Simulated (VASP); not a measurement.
**BN (F-43m) under a change of volume**

Wanted: the response of BN to a change of volume, as a table, with a fit that predicts a row left out.

Program: VASP 6.6.1. Level of theory: LDA; plane waves and PAW (B, N), in the first sound run; inputs show where later runs differ. Results are calculated unless marked as measured.

Report form: the programs' logs are mostly left out.

## (1) The starting structure

The structure is cubic, space group F-43m (No. 216). The conventional cell has a = 3.616 Å, b = 3.616 Å, c = 3.616 Å, α = 90.00°, β = 90.00°, γ = 90.00°. B has 4 N at 1.57 Å nearest. Nearest to N lie 4 B at 1.57 Å. Farther neighbours and most contacts between anions are not listed.

## (2) Relax the crystal, LDA

The series starts from the cell that this level prefers, so that zero strain is near zero stress.

This step took 2 runs in a row; the last is shown.

Level: LDA; plane waves and PAW (B, N).

INCAR reads:

```
SYSTEM = BN
PREC = Accurate
ENCUT = 600
EDIFF = 1E-07
NELM = 120
ISMEAR = 0
SIGMA = 0.02
LREAL = .FALSE.
ALGO = Normal
GGA = CA
NBANDS = 10
LASPH = .TRUE.
LORBIT = 11
LWAVE = .FALSE.
LCHARG = .FALSE.
KPAR = 12
IBRION = 2
NSW = 40
ISIF = 3
EDIFFG = -0.005
POTIM = 0.4
```

POSCAR reads:

```
BN
1.0
    0.0000000000      1.7913124887      1.7913124887
    1.7913124887      0.0000000000      1.7913124887
    1.7913124887      1.7913124887      0.0000000000
B N
1 1
Direct
    0.0000000000      0.0000000000      0.0000000000
    0.2500000000      0.2500000000      0.2500000000
```

KPOINTS reads:

```
Automatic mesh
0
Gamma
14 14 14
0 0 0
```

Potentials, in the order of the species: B and N (LDA family, release 64).

On the command line:

```bash
mpirun -np 12 vasp_std
```

Wall time 3.2 s (12 MPI ranks of AMD EPYC 7R43, shared host); peak memory 1.1 GiB; 28 s of CPU time.

Numbers from this step:

| Quantity | Value |
| --- | --- |
| energy(sigma→0) of the program | -19.4164 eV |
| stress, compression positive | xx, yy, zz 0.03, 0.03, 0.03 GPa |
| volume | 11.496 Å³ |
| ionic steps | 1 |

## (3) Relax at fixed volume, LDA

One member in full: the volume is scaled by 0.985, and the cell is held.

Level: LDA; plane waves and PAW (B, N).

INCAR: that of step 2 with these lines changed.

```diff
@@ -15,7 +15,8 @@
 LCHARG = .FALSE.
-KPAR = 12
+KPAR = 3
 IBRION = 2
 NSW = 40
-ISIF = 3
-EDIFFG = -0.005
+ISIF = 2
+EDIFFG = -0.004
 POTIM = 0.4
+MAXMIX = 40
```

POSCAR reads:

```
BN
1.0
    0.0000000000      1.7823107665      1.7823107665
    1.7823107665      0.0000000000      1.7823107665
    1.7823107665      1.7823107665      0.0000000000
B N
1 1
Direct
    0.0000000000      0.0000000000      0.0000000000
    0.2500000000      0.2500000000      0.2500000000
```

KPOINTS is that of step 2.

On the command line:

```bash
mpirun -np 3 vasp_std
```

Run time: 6.6 s. Hardware: 3 MPI ranks; peak memory 0.27 GiB.

Read from the output:

| Property | Result |
| --- | --- |
| energy(sigma→0) of the program | -19.4126 eV |
| stress, compression positive | xx, yy, zz 6.29, 6.29, 6.29 GPa |
| ionic steps | 1 |

## (4) Band edges, TB-mBJ with spin-orbit coupling

Short lines in KPOINTS_OPT sample the zone centre, for masses, and the other valleys.

Level: TB-mBJ, spin-orbit coupling; plane waves and PAW (B, N).

TB-mBJ has no energy functional, so the total energy, stress and pressure in this output mean nothing.

INCAR reads:

```
SYSTEM = BN
PREC = Accurate
ENCUT = 600
EDIFF = 1E-06
NELM = 150
ISMEAR = 0
SIGMA = 0.02
LREAL = .FALSE.
ALGO = Normal
METAGGA = MBJ
LASPH = .TRUE.
LNONCOLLINEAR = .TRUE.
MAGMOM = 0 0 0 0 0 0
NBANDS = 18
GGA_COMPAT = .FALSE.
LSORBIT = .TRUE.
LWAVE = .FALSE.
LCHARG = .FALSE.
KPAR = 3
```

POSCAR is that of step 3.

KPOINTS reads:

```
Automatic mesh
0
Gamma
11 11 11
0 0 0
```

KPOINTS_OPT reads:

```
Line mode
6
Line-mode
Reciprocal
  0.00000000   0.00000000   0.00000000
  0.01418318   0.01418318   0.00000000

  0.00000000   0.00000000   0.00000000
 -0.00000000  -0.01418318  -0.01418318

  0.31000000   0.31000000   0.00000000
  0.50000000   0.50000000   0.00000000

  0.00000000   0.31000000   0.31000000
  0.00000000   0.50000000   0.50000000

  0.45000000   0.45000000   0.45000000
  0.50000000   0.50000000   0.50000000

  0.45000000   0.00000000   0.00000000
  0.50000000   0.00000000   0.00000000

  0.42500000   0.42500000   0.00000000
  0.42500000   0.43918318   0.01418318

  0.50000000   0.50000000   0.50000000
  0.48997098   0.51002902   0.50000000
```

On the command line:

```bash
mpirun -np 3 vasp_ncl
```

Wall time 1.9 min (3 MPI ranks); peak memory 0.52 GiB; 5.3 min of CPU time.

## (5) Band edges, r2SCAN with spin-orbit coupling

Level: r2SCAN, spin-orbit coupling; plane waves and PAW (B, N).

INCAR: that of step 4 with these lines changed.

```diff
@@ -4,3 +4,3 @@
 EDIFF = 1E-06
-NELM = 150
+NELM = 100
 ISMEAR = 0
@@ -9,3 +9,3 @@
 ALGO = Normal
-METAGGA = MBJ
+METAGGA = R2SCAN
 LASPH = .TRUE.
```

POSCAR is that of step 4.

KPOINTS is that of step 4.

KPOINTS_OPT is that of step 4.

On the command line:

```bash
mpirun -np 3 vasp_ncl
```

Elapsed: 2.2 min, on 3 MPI ranks; peak memory 0.51 GiB; 6.5 min of CPU time.

This run gave:

| Item | Value |
| --- | --- |
| energy(sigma→0) of the program | -37.2393 eV |
| stress, compression positive | xx, yy, zz 16.19, 16.19, 16.19 GPa |

The run ends at a pressure of 16.19 GPa.

## (6) The whole series

Runs beyond LDA use the data sets made with LDA; this shifts their levels slightly, and their total energies have another zero (at TB-mBJ, which has no energy functional, they mean nothing).

The other members went through these steps as far as the tables show, with the same cutoff and, step by step, the same mesh; 25 runs are not shown. The session took 2.1 core hours (wall time by ranks) on a shared machine.

```csv
volume over the relaxed volume,volume (Å³/atom),pressure (GPa),energy above the unstrained row (meV/atom),"gap on the mesh, LDA (eV)"
0.940,5.403,27.929,29.725,4.444
0.955,5.489,20.205,16.523,4.427
0.970,5.576,13.005,7.350,4.409
0.985,5.662,6.290,1.927,4.392
1,5.748,0.028,0.000,4.375
1.015,5.834,-5.812,1.350,4.358
1.030,5.920,-11.261,5.733,4.341
1.045,6.007,-16.347,12.951,4.324
1.060,6.093,-21.088,22.842,4.306
```

A cubic of the pressure in ln(V/V₀) through all rows has the slope −B at V₀: B = 403 GPa, and its curvature gives B′ = 3.6.

Band edges at TB-mBJ with spin-orbit coupling, counted from the valence-band top at Γ, spin-orbit pairs averaged, with one row partly withheld:

```csv
volume over the relaxed volume,gap (eV),conduction band at Γ (eV),Δ or X valley along z (eV),"lowest conduction level at L, [111] (eV)",second valence level below the top (eV),third valence level below the top (eV)
0.940,5.851,10.692,5.851,12.148,0.000,0.020
0.955,5.840,10.616,5.840,11.942,0.000,0.020
0.970,5.828,10.540,5.828,11.741,0.000,0.020
0.985,5.815,10.465,5.815,11.544,0.000,0.020
1,5.803,10.392,5.803,11.353,0.000,0.020
1.015,5.790,10.320,5.790,11.165,0.000,0.019
1.030,?,10.248,?,10.982,0.000,0.019
1.045,5.763,10.178,5.763,10.803,0.000,0.019
1.060,5.749,10.108,5.749,10.627,0.000,0.019
```

Band edges at r2SCAN with spin-orbit coupling, counted from the valence-band top at Γ, spin-orbit pairs averaged:

```csv
volume over the relaxed volume,gap (eV),conduction band at Γ (eV),Δ or X valley along z (eV),"lowest conduction level at L, [111] (eV)",second valence level below the top (eV),third valence level below the top (eV)
0.940,5.068,9.936,5.069,11.942,0.000,0.022
0.955,5.051,9.859,5.051,11.776,0.000,0.022
0.970,5.033,9.782,5.033,11.556,0.000,0.022
0.985,5.016,9.707,5.016,11.342,0.000,0.022
1,4.998,9.633,4.998,11.133,0.000,0.021
1.015,4.981,9.560,4.981,10.928,0.000,0.021
1.030,4.963,9.488,4.963,10.729,0.000,0.021
1.045,4.945,9.418,4.945,10.533,0.000,0.021
1.060,4.927,9.348,4.927,10.342,0.000,0.021
```

## (7) A fit to the known rows

The quantity to fit is the Δ or X valley above the valence top at TB-mBJ with spin-orbit coupling: 5.851, 5.840, 5.828, 5.815, 5.803, 5.790, 5.763, 5.749 eV in the rows shown.

Fitting a parabola to the 8 known rows (u: logarithm of the volume ratio) gives E = − 1.200 u² − 0.8537 u + 5.803 in eV; the residuals are 2.1e-4 eV r.m.s.

At u = 0.02956 this predicts 5.7768 eV.

## (8) Checking the prediction

The calculation gives 5.7772 eV, so the prediction is 0.0004 eV too low.

## (9) Outcome

```
bulk modulus                                                                          : 403 GPa
gap of the unstrained cell, TB-mBJ with spin-orbit coupling                           : 5.80 eV
gap of the unstrained cell, r2SCAN with spin-orbit coupling                           : 5.00 eV
dE/d ln V of the Δ or X valley above the valence top, TB-mBJ with spin-orbit coupling : -0.85 eV
error of the predicted row                                                            : -0.4 meV
```

What this shows: The slope of the energy gives 0.47 GPa at the relaxed volume where the pressure column has 0.03 GPa, a mark of the finite basis. At TB-mBJ with spin-orbit coupling the lowest conduction valley is Δ or X throughout, and the gap runs between 5.75 and 5.85 eV. At r2SCAN with spin-orbit coupling the lowest conduction valley is Δ or X throughout, and the gap runs between 4.93 and 5.07 eV. Hole masses are left out throughout, since the top bands are degenerate or cross in many series; of conduction masses, those of the Γ, L and (for Si and Ge under (001) strain) Δ valleys are kept where they change by under an eighth between rows. TB-mBJ is a potential fitted for gaps; it has no energy functional, so its total energies and forces mean nothing, and its bands tend to come out too narrow. r2SCAN opens gaps somewhat over GGA but leaves them below measured values as a rule. Δ or X levels are the lowest on their line, refined by a parabola unless they lie at X; the gap is read from all points sampled and can differ from the lowest valley by some meV, or by tens of meV where strain moves the valence top off Γ. Temperature, zero-point motion and excitons are left out.

[Lines on the potential files, build, host, timing and source positions are cut from VASP's logs without a mark.]

[Logs are printed without paths, hosts, clocks, repeated set-up lines and the standing remarks that a program may print on its own settings, such as how far it seeks lower states.]

[Hosts, paths, dates, database ids (printed as entryN), source tags and the programs' standing remarks are cut or masked in the printed files.]

[In band tables of VASP the shares of atoms and orbitals are scaled to a sum of 1 inside the atoms' spheres.]
